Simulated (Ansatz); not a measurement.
ZrS2: zone-centre modes at 25 GPa

The calculation used Ansatz 0.2.0, DFT PBE+D3(BJ), scalar-relativistic, plane waves, PAW. Settings: 420 eV plane-wave cutoff, Γ-centred 12×12×8 mesh, Fermi-Dirac smearing of 0.15 eV. No spin polarisation. Phonons by linear response, acoustic sum rule imposed.

The cell, relaxed at 25 GPa:
```
CELL_PARAMETERS angstrom
3.32139 0.00000 0.00000
-1.66069 2.87640 0.00000
0.00000 0.00000 5.11385
ATOMIC_POSITIONS crystal
Zr 0.00000 0.00000 0.00000
S 0.33333 0.66667 0.30014
S 0.66667 0.33333 0.69986
```

In a metal, frequencies and elastic constants depend on the k mesh and the smearing, soft modes and shear constants most. Other phases may be more stable at this pressure. A semilocal functional can close a gap that the real compound has.

Optical modes at Γ; i marks an imaginary frequency:
| frequency (cm⁻¹) | degeneracy |
| --- | --- |
| 223 | 2 |
| 273 | 2 |
| 411 | 1 |
| 418 | 1 |

All 6 optical modes at Γ are real: no displacement of atoms at fixed cell lowers the energy to second order. Strains and modes at other wave vectors aren't tested by this run.

Cost: 1 run of about 3.6 core-minutes, on Intel Xeon Processor @ 2.50GHz (Skylake/Cascade Lake) (shared hosts).